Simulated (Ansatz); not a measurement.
# TiAl3 (I4/mmm) in Ansatz: notebook

One crystal, TiAl3, is run at these levels: PBEsol; tasks: relaxation of cell and atoms.

All numbers are computed with Ansatz 0.2.0; they aren't measurements. Logs are shortened: lines on timing, memory, paths and dates and some standing lists are left out, and cuts for length are marked.

## 1. The crystal as given

It takes space group I4/mmm (No. 139, tetragonal). The conventional cell has a = 3.822 Å, b = 3.822 Å, c = 8.561 Å, α = 90.00°, β = 90.00°, γ = 90.00°. Ti (site symmetry 4/mmm) is surrounded by 12 Al at 2.70 to 2.87 Å. Around Al (site symmetry -4m2) lie 8 Al at 2.70 to 2.87 Å and 4 Ti at 2.87 Å. Al (site symmetry 4/mmm) is surrounded by 4 Ti at 2.70 Å and 8 Al at 2.87 Å.

The cell comes from a database or a generator and needn't be the stable form of this composition.

## 2. Relaxation of cell and atoms, PBEsol, target pressure 10 GPa, at which the enthalpy is minimised

The input, input.yaml:

```yaml
crystal:
  lattice:
    - [-1.9111067713, 1.9111067713, 4.2806687947]
    - [1.9111067713, -1.9111067713, 4.2806687947]
    - [1.9111067713, 1.9111067713, -4.2806687947]
  atoms:
    - { symbol: Ti, position: [0.0, 0.0, 0.0] }
    - { symbol: Al, position: [0.25, 0.75, 0.5] }
    - { symbol: Al, position: [0.75, 0.25, 0.5] }
    - { symbol: Al, position: [0.5, 0.5, 0.0] }
hamiltonian:
  xc: pbesol
  pseudopotentials: { kind: paw }
kpoints:
  mp_grid: { grid: [10, 10, 10] }
scf:
  occupations: { method: fermi_dirac, width: 0.05 }
output:
  forces: true
  stress: true
  eigenvalues: true
relax:
  f_tol: 0.01
  max_steps: 40
  cell: { stress_tol: 0.05, p_target: 10.0 }
```

Potentials or basis: Ansatz PAW.

Run with:

```sh
$ ansatz run input.yaml --threads 2 --pin off --max-ram 5632MiB --backend cpu --events-out ev --progress --plain --runs-dir out
```

Output:

```text
Warning: RAYON_NUM_THREADS=2 ignored (pool sized by the plan → 2); use --threads N
Engine: ansatz 0.2.0, aarch64-unknown-linux-gnu
Pseudopotentials: kind: paw
Pseudopotential: Ti, paw, valence charge 12, recommended cutoff 420 eV (normal), Ti.paw.azcp
Pseudopotential: Al, paw, valence charge 3, recommended cutoff 420 eV (normal), Al.paw.azcp
Functional definition: PBEsol
  exchange = pbesol_x
  correlation = pbesol_c
Crystal: 4 atoms, lattice volume = 62.538 Å³
Basis set: ecut = 420 eV, 1203 PW (Γ), exchange–correlation on 72×72×72 points (8 copies of the dense FFT grid, shifted against one another)
Bands: 15, of which v1, the nominal top of the filled ones, is band 11 counted from 1 (10 counted from 0)
Symmetry: 16 space group operations
Space group: I4/mmm (ITA 139), of the structure as read, at distance tolerance 4.0e-5 Å
k-points: 102 of 1000
Non-local potential: Ti, projectors of the file, l = 0: 3, l = 1: 2, l = 2: 3, l = 3: 1
Non-local potential: Al, projectors of the file, l = 0: 2, l = 1: 2, l = 2: 1
PAW form: soft (Blöchl's): semilocal exchange-correlation on the pseudo side does not see the compensation charge
PAW frozen core: Ti, regenerated for the run's functional, and the local potential with it (the file was generated under x = pbe(κ = 0.804, μ = 0.2195149727645171), c = pbe(β = 0.06672455060314922))
PAW frozen core: Al, regenerated for the run's functional, and the local potential with it (the file was generated under x = pbe(κ = 0.804, μ = 0.2195149727645171), c = pbe(β = 0.06672455060314922))
PAW one-centre angular grid: Ti, 590 points (default); XC on 64 Gauss nodes
PAW one-centre angular grid: Al, 110 points (default); XC on 64 Gauss nodes
Initial density: superposition of atomic densities (neutral atoms: chi_scale 0, normalization atom), corrected by the library's trained network
Initial wavefunctions: pseudopotential atomic-orbital guess
Functional: x = pbesol(κ = 0.804, μ = 0.12345679012345678), c = pbesol(β = 0.046)
SCF iter   1: F=—  HF=-4049.169318 eV  |F-HF|=—  |Δ(HF+E_count)|=         —  Δρ=5.21e-3  dr2=1.90e-2  ethr=1.77e-3  ⟨swp⟩=5.7  Hψ=8994  notcnv=0
preconditioner: auto → Kerker (q_TF=auto, 2.275 Å⁻¹)  [metal: Δε(μ)=0.040 eV  Ē_g=5.571 eV  σ=0.050 eV  W_gap=0.19  n_scr=10 (ndim 8)  ℏωp=16.9 eV  f_vac=0.000  D(μ)=1.60/eV (n_scr^D=10)]
SCF iter   2: F=—  HF=-4049.166172 eV  |F-HF|=—  |Δ(HF+E_count)|=   3.15e-3  Δρ=2.03e-3  dr2=2.78e-3  ethr=9.02e-5  ⟨swp⟩=2.0  Hψ=2761  notcnv=0
SCF iter   3: F=—  HF=-4049.165695 eV  |F-HF|=—  |Δ(HF+E_count)|=   4.76e-4  Δρ=4.46e-4  dr2=1.60e-4  ethr=1.32e-5  ⟨swp⟩=2.1  Hψ=1904  notcnv=0
SCF iter   4: F=—  HF=-4049.165657 eV  |F-HF|=—  |Δ(HF+E_count)|=   3.85e-5  Δρ=5.07e-5  dr2=2.13e-6  ethr=7.62e-7  ⟨swp⟩=2.4  Hψ=2101  notcnv=0
SCF iter   5: F=—  HF=-4049.165664 eV  |F-HF|=—  |Δ(HF+E_count)|=   7.50e-6  Δρ=1.18e-5  dr2=7.40e-8  ethr=1.01e-8  ⟨swp⟩=2.4  Hψ=2165  notcnv=0
SCF iter   6: F=-4049.165664 eV  HF=-4049.165664 eV  |F-HF|=1.55e-9  |Δ(HF+E_count)|=   3.53e-9  Δρ=2.11e-6  dr2=2.87e-9  ethr=3.52e-10  ⟨swp⟩=2.0  Hψ=5067  notcnv=0
SCF 1 converged in 6 iterations: F = -4049.165664 eV  dr2 = 2.87e-9
relax step   1: F+E_penalty+E_count = -4049.16566441 eV  Δ(F+E_penalty+E_count) = +0.000e0 eV  max|allowed force component| = 5.204e-18 eV/Å  Δτ_max = 0.0000 Å  P = -0.486 GPa  Ω = 62.538 Å³  (6 SCF iters, dr2 threshold 1.00e-7 eV, accepted)
Crystal: 4 atoms, lattice volume = 55.616 Å³
Basis set: ecut = 420 eV, 1073 PW (Γ), exchange–correlation on 72×72×72 points (8 copies of the dense FFT grid, shifted against one another)
Initial density: handed on by an earlier stage of this run
Initial wavefunctions: those handed on with the density
iter 1 solved again at ethr=6.76e-5 eV; its pass at ethr=3.10e-3 eV (dr2=1.42e-2 eV) is discarded
SCF iter   1: F=—  HF=-4048.872895 eV  |F-HF|=—  |Δ(HF+E_count)|=         —  Δρ=4.07e-3  dr2=1.42e-2  ethr=6.76e-5  ⟨swp⟩=1.0  Hψ=10130  notcnv=0
preconditioner: auto → Kerker (q_TF=auto, 2.320 Å⁻¹)  [metal: Δε(μ)=0.038 eV  Ē_g=6.004 eV  σ=0.050 eV  W_gap=0.19  n_scr=10 (ndim 8)  ℏωp=18.0 eV  f_vac=0.000  D(μ)=1.44/eV (n_scr^D=10)]
SCF iter   2: F=—  HF=-4048.867311 eV  |F-HF|=—  |Δ(HF+E_count)|=   5.58e-3  Δρ=2.68e-3  dr2=6.43e-3  ethr=6.76e-5  ⟨swp⟩=1.8  Hψ=1712  notcnv=0
SCF iter   3: F=—  HF=-4048.864019 eV  |F-HF|=—  |Δ(HF+E_count)|=   3.29e-3  Δρ=4.11e-4  dr2=1.08e-4  ethr=3.06e-5  ⟨swp⟩=2.3  Hψ=2163  notcnv=0
SCF iter   4: F=—  HF=-4048.863974 eV  |F-HF|=—  |Δ(HF+E_count)|=   4.51e-5  Δρ=7.82e-5  dr2=3.52e-6  ethr=5.13e-7  ⟨swp⟩=2.5  Hψ=2383  notcnv=0
iter 5 did not close the SCF: its close was put off for the readings that it lacked (scf_convergence_deferred on its scf_iter line)
SCF iter   5: F=-4048.863973 eV  HF=-4048.863973 eV  |F-HF|=5.44e-8  |Δ(HF+E_count)|=   1.42e-6  Δρ=1.27e-5  dr2=8.05e-8  ethr=1.67e-8  ⟨swp⟩=2.3  Hψ=1929  notcnv=0
SCF iter   6: F=-4048.863973 eV  HF=-4048.863973 eV  |F-HF|=8.05e-9  |Δ(HF+E_count)|=   1.20e-8  Δρ=3.35e-6  dr2=9.10e-9  ethr=3.83e-10  ⟨swp⟩=2.0  Hψ=4831  notcnv=0
SCF 2 converged in 6 iterations: F = -4048.863973 eV  dr2 = 9.10e-9
relax step   2: F+E_penalty+E_count = -4048.86397258 eV  Δ(F+E_penalty+E_count) = +3.017e-1 eV  max|allowed force component| = 5.204e-18 eV/Å  Δτ_max = 0.0000 Å  P = +15.814 GPa  Ω = 55.616 Å³  energy of the carried Pulay correction = +2.255e-3 eV  (6 SCF iters, dr2 threshold 4.00e-7 eV, accepted)
Crystal: 4 atoms, lattice volume = 57.910 Å³
Basis set: ecut = 420 eV, 1113 PW (Γ), exchange–correlation on 72×72×72 points (8 copies of the dense FFT grid, shifted against one another)
iter 1 solved again at ethr=9.95e-6 eV; its pass at ethr=3.10e-3 eV (dr2=2.09e-3 eV) is discarded
SCF iter   1: F=—  HF=-4049.048585 eV  |F-HF|=—  |Δ(HF+E_count)|=         —  Δρ=1.71e-3  dr2=2.09e-3  ethr=9.95e-6  ⟨swp⟩=1.0  Hψ=10270  notcnv=0
preconditioner: auto → Kerker (q_TF=auto, 2.304 Å⁻¹)  [metal: Δε(μ)=0.017 eV  Ē_g=5.861 eV  σ=0.050 eV  W_gap=0.09  n_scr=10 (ndim 8)  ℏωp=17.6 eV  f_vac=0.000  D(μ)=1.54/eV (n_scr^D=10)]
SCF iter   2: F=—  HF=-4049.047816 eV  |F-HF|=—  |Δ(HF+E_count)|=   7.68e-4  Δρ=1.08e-3  dr2=9.02e-4  ethr=9.95e-6  ⟨swp⟩=1.0  Hψ=1530  notcnv=0
[... 23 lines left out ...]
iter 1 solved again at ethr=3.49e-10 eV; its pass at ethr=3.10e-3 eV (dr2=7.34e-8 eV) is discarded
SCF iter   1: F=—  HF=-4049.033145 eV  |F-HF|=—  |Δ(HF+E_count)|=         —  Δρ=1.22e-5  dr2=8.77e-8  ethr=3.49e-10  ⟨swp⟩=2.0  Hψ=9532  notcnv=0
preconditioner: auto → Kerker (q_TF=auto, 2.306 Å⁻¹)  [metal: Δε(μ)=0.023 eV  Ē_g=5.874 eV  σ=0.050 eV  W_gap=0.11  n_scr=10 (ndim 8)  ℏωp=17.6 eV  f_vac=0.000  D(μ)=1.53/eV (n_scr^D=10)]
SCF iter   2: F=—  HF=-4049.033150 eV  |F-HF|=—  |Δ(HF+E_count)|=   5.08e-6  Δρ=7.32e-6  dr2=3.37e-8  ethr=3.49e-10  ⟨swp⟩=1.0  Hψ=1530  notcnv=0
iter 3 did not close the SCF: its close was put off for the readings that it lacked (scf_convergence_deferred on its scf_iter line)
SCF iter   3: F=-4049.033150 eV  HF=-4049.033150 eV  |F-HF|=5.52e-10  |Δ(HF+E_count)|=   1.53e-8  Δρ=1.13e-6  dr2=8.85e-10  ethr=1.60e-10  ⟨swp⟩=2.4  Hψ=2158  notcnv=0
iter 4 did not close the SCF: its close was put off for the readings that it lacked (scf_convergence_deferred on its scf_iter line)
SCF iter   4: F=-4049.033150 eV  HF=-4049.033150 eV  |F-HF|=1.09e-11  |Δ(HF+E_count)|=  3.92e-10  Δρ=1.89e-7  dr2=1.57e-11  ethr=4.21e-12  ⟨swp⟩=2.5  Hψ=2291  notcnv=0
iter 5 did not close the SCF: its close was put off for the readings that it lacked (scf_convergence_deferred on its scf_iter line)
SCF iter   5: F=-4049.033150 eV  HF=-4049.033150 eV  |F-HF|=1.36e-12  |Δ(HF+E_count)|=  7.73e-12  Δρ=4.57e-8  dr2=1.27e-12  ethr=1.00e-12  ⟨swp⟩=1.0  Hψ=1530  notcnv=0
iter 6 did not close the SCF: its close was put off for the readings that it lacked (scf_convergence_deferred on its scf_iter line)
SCF iter   6: F=-4049.033150 eV  HF=-4049.033150 eV  |F-HF|=0.00e0  |Δ(HF+E_count)|=  4.55e-13  Δρ=1.62e-8  dr2=1.67e-13  ethr=1.00e-12  ⟨swp⟩=1.0  Hψ=1530  notcnv=0
SCF iter   7: F=-4049.033150 eV  HF=-4049.033150 eV  |F-HF|=4.55e-13  |Δ(HF+E_count)|=    0.00e0  Δρ=2.84e-9  dr2=4.30e-15  ethr=1.00e-12  ⟨swp⟩=1.0  Hψ=3468  notcnv=0
SCF 5 converged in 7 iterations: F = -4049.033150 eV  dr2 = 4.30e-15
relax step   5: F+E_penalty+E_count = -4049.03314997 eV  Δ(F+E_penalty+E_count) = +7.948e-4 eV  max|allowed force component| = 1.301e-17 eV/Å  Δτ_max = 0.0000 Å  P = +9.999 GPa  Ω = 57.672 Å³  energy of the carried Pulay correction = +1.555e-3 eV  (7 SCF iters, dr2 threshold 7.96e-9 eV, accepted)
Initial wavefunctions: pseudopotential atomic-orbital guess (no wavefunctions were taken with the density)
iter 1 solved again at ethr=1.07e-7 eV; its pass at ethr=3.10e-3 eV (dr2=2.24e-5 eV) is discarded
SCF iter   1: F=—  HF=-4049.032196 eV  |F-HF|=—  |Δ(HF+E_count)|=         —  Δρ=5.49e-5  dr2=2.08e-7  ethr=1.07e-7  ⟨swp⟩=2.3  Hψ=12733  notcnv=0
SCF iter   2: F=—  HF=-4049.032201 eV  |F-HF|=—  |Δ(HF+E_count)|=   5.10e-6  Δρ=2.85e-5  dr2=4.71e-8  ethr=9.92e-10  ⟨swp⟩=2.2  Hψ=2470  notcnv=0
SCF iter   3: F=—  HF=-4049.032201 eV  |F-HF|=—  |Δ(HF+E_count)|=   9.50e-8  Δρ=3.20e-6  dr2=8.53e-10  ethr=2.24e-10  ⟨swp⟩=2.0  Hψ=2498  notcnv=0
iter 4 did not close the SCF: its close was put off for the readings that it lacked (scf_convergence_deferred on its scf_iter line)
SCF iter   4: F=-4049.032201 eV  HF=-4049.032201 eV  |F-HF|=2.73e-12  |Δ(HF+E_count)|=   1.37e-9  Δρ=2.55e-7  dr2=2.22e-11  ethr=4.06e-12  ⟨swp⟩=2.4  Hψ=2611  notcnv=0
iter 5 did not close the SCF: its close was put off for the readings that it lacked (scf_convergence_deferred on its scf_iter line)
SCF iter   5: F=-4049.032201 eV  HF=-4049.032201 eV  |F-HF|=9.09e-13  |Δ(HF+E_count)|=  3.64e-12  Δρ=3.13e-8  dr2=5.65e-13  ethr=1.00e-12  ⟨swp⟩=1.0  Hψ=1530  notcnv=0
iter 6 did not close the SCF: its close was put off for the readings that it lacked (scf_convergence_deferred on its scf_iter line)
SCF iter   6: F=-4049.032201 eV  HF=-4049.032201 eV  |F-HF|=9.09e-13  |Δ(HF+E_count)|=    0.00e0  Δρ=8.98e-9  dr2=8.40e-14  ethr=1.00e-12  ⟨swp⟩=1.0  Hψ=1530  notcnv=0
iter 7 did not close the SCF: its close was put off for the readings that it lacked (scf_convergence_deferred on its scf_iter line)
SCF iter   7: F=-4049.032201 eV  HF=-4049.032201 eV  |F-HF|=1.82e-12  |Δ(HF+E_count)|=    0.00e0  Δρ=1.69e-9  dr2=1.72e-15  ethr=1.00e-12  ⟨swp⟩=1.0  Hψ=1530  notcnv=0
SCF iter   8: F=-4049.032201 eV  HF=-4049.032201 eV  |F-HF|=9.09e-13  |Δ(HF+E_count)|=  9.09e-13  Δρ=4.34e-10  dr2=1.28e-16  ethr=1.00e-12  ⟨swp⟩=1.0  Hψ=3468  notcnv=0
SCF 6 converged in 8 iterations: F = -4049.032201 eV  dr2 = 1.28e-16
relax step   6: F+E_penalty+E_count = -4049.03220099 eV  Δ(F+E_penalty+E_count) = +9.490e-4 eV  max|allowed force component| = 5.204e-18 eV/Å  Δτ_max = 0.0000 Å  P = +9.963 GPa  Ω = 57.672 Å³  stress off target by 3.82e-2 GPa  SCF on the basis re-selected at this cell (its energy is not comparable with the rows above)  (8 SCF iters)
basis re-selected at this cell: Δ(F+E_penalty+E_count) = +9.490e-4 eV, ΔP = -0.036 GPa vs the last step (what re-selecting the basis moved, of the pressure what is left beyond the Pulay correction that the steps carried, after the strain that the cell walked since its last selection, with what the two solves' SCF thresholds leave and, on support functions, any second-order correction that the steps lacked; it is no measure of the basis error at this ecutwfc). This SCF's stress stands 3.82e-2 GPa from its target on what of the cell is left free (relax.cell.stress_tol is 5.00e-2 GPa) and its largest allowed force component is 5.20e-18 eV/Å (relax.f_tol is 1.00e-2 eV/Å): within both
SCF converged after 8 iterations
Free energy (F): -4049.032201 eV
Harris-Foulkes:  -4049.032201 eV  (|F-HF|=9.09e-13)
Internal energy: -4049.019647 eV  (E = F + TS)
E sigma→0 (E₀):  -4049.025924 eV
Entropy (-TS):   -0.012554 eV (-3.138 meV/atom)
Fermi energy:    10.578342 eV
--- Per-component energies (eV) ---
  E_band       = -130.127743
  E_kinetic    = 350.576984
  E_local      = -1149.497454  (includes V_loc(G=0)·N_el)
  E_nonlocal   = 42.897374
  E_hartree    = 511.971709
  E_xc         = -219.079245
  E_vxc        = -214.348928  (∫ρ·V_xc dr)
  E_paw        = -2388.684643  (= ΣΔE_a)
  E_vpaw       = -183.699247  (= ΣTr[D̂ρ^β])
  E_aug_tail   = 0.000108  (compensation charges beyond the density's cutoff)
  E_ewald      = -1197.401282
  E_core_change = 0.196801  (= ΣΔE_core)
  E_smearing   = -0.012554  (= −TS)
  E_closure    = -0.000000  (closes the sum)
  Σ components = -4049.032201   (vs F -4049.032201, Δ=0.00e0)
--- Forces (eV/Å), atoms counted from 1 ---
  atom   1  Ti     0.00000000     0.00000000    -0.00000000
  atom   2  Al    -0.00000000    -0.00000000     0.00000000
  atom   3  Al     0.00000000     0.00000000     0.00000000
  atom   4  Al     0.00000000     0.00000000    -0.00000000
  max |Σ_I F_I| component: 6.94e-18 eV/Å
--- Stress (GPa, compression-positive) ---
        9.961848      -0.000000       0.000000
       -0.000000       9.961848      -0.000000
        0.000000       0.000000       9.964947
  P = ⅓ Tr σ = 9.9629 GPa (99.629 kbar)
--- Band table (eV; the first three rows and the last of 102) ---
  k-point 0: bands = ["-45.3578", "-21.8098", "-21.8098", "-21.7325", "0.0448", "7.6579", "7.8723", "8.9822", "9.2635", "9.2635", "11.4935", "12.5041", "12.5041", "12.8281", "13.5912"]
  k-point 1: bands = ["-45.3574", "-21.8138", "-21.8131", "-21.7319", "0.2667", "7.6949", "7.8440", "8.7052", "8.7903", "9.3178", "10.6261", "12.6328", "12.7202", "12.7619", "14.0135"]
  k-point 2: bands = ["-45.3564", "-21.8238", "-21.8218", "-21.7304", "0.9193", "7.3243", "7.6978", "8.2908", "8.4117", "9.2613", "9.3665", "12.6375", "12.9221", "13.0072", "14.2388"]
  k-point 101: bands = ["-45.3577", "-21.8102", "-21.8102", "-21.7376", "1.7805", "2.7042", "8.4173", "9.6916", "9.6916", "10.2958", "11.3192", "11.3192", "11.6384", "13.8032", "16.0941"]
--- Relaxed structure (5 steps of the walk, 5 accepted, 1 SCFs on fresh bases) ---
  F+E_penalty+E_count = -4049.03220099 eV   max|allowed force component| = 5.204e-18 eV/Å   (the final SCF, on the basis selected at the relaxed cell)
  cell:  # Å, volume = 57.6720 Å³
    - [-1.8615498239979662, 1.8615498239979662, 4.160596195983161]
    - [1.8615498239979662, -1.8615498239979662, 4.160596195983161]
    - [1.8615498239979662, 1.8615498239979662, -4.160596195983161]
  atoms:
    - { symbol: Ti, position: [-1.7350450160368045e-35, -2.7979130193975927e-35, 1.6533502274501146e-35] }
    - { symbol: Al, position: [0.25, 0.7500000000000001, 0.5000000000000001] }
    - { symbol: Al, position: [0.7500000000000001, 0.25, 0.5000000000000001] }
    - { symbol: Al, position: [0.5, 0.5, -4.2395184581171796e-35] }
```

Wall time 15 s (2 threads of Arm Neoverse V2, shared host); peak memory 0.41 GiB.

Results:

| Item | Value |
| --- | --- |
| Free energy | -4049.0322 eV |
| Relaxed volume | 14.42 Å³/atom |
| Relaxed cell | a = 4.924 Å, b = 4.924 Å, c = 4.924 Å, α = 135.57°, β = 135.57°, γ = 64.65° |
| Space group after relaxing (to 0.05 Å) | I4/mmm (No. 139) |
| Energy change on relaxing (the enthalpy is what falls) | +33.4 meV/atom |
| Ionic steps | 6 |
| Pressure after relaxing | 10.0 GPa |
| Band gap on the k mesh | none (metal or under the smearing width) |

The path:
```csv
step,energy change (eV),largest force (eV/Å),volume (Å³)
1,0.0000,0.0000,62.54
2,0.3017,0.0000,55.62
3,0.1183,0.0000,57.91
4,0.1317,0.0000,57.68
5,0.1325,0.0000,57.67
6,0.1335,0.0000,57.67
```

Final structure:
```xyz
4
Lattice="-1.8615 1.8615 4.1606 1.8615 -1.8615 4.1606 1.8615 1.8615 -4.1606" Properties=species:S:1:pos:R:3 pbc="T T T"
Ti    0.0000    0.0000    0.0000
Al    1.8615    0.0000    2.0803
Al    0.0000    1.8615    2.0803
Al    0.0000    0.0000    4.1606
```

Caveat: the plane-wave basis is chosen anew once the cell has moved, so the energies of steps on either side of that aren't comparable; the PAW data sets come from PBE, with cores solved anew for the run's functional, which leaves a small shift of forces and pressure.

[end of part 1 of 2]
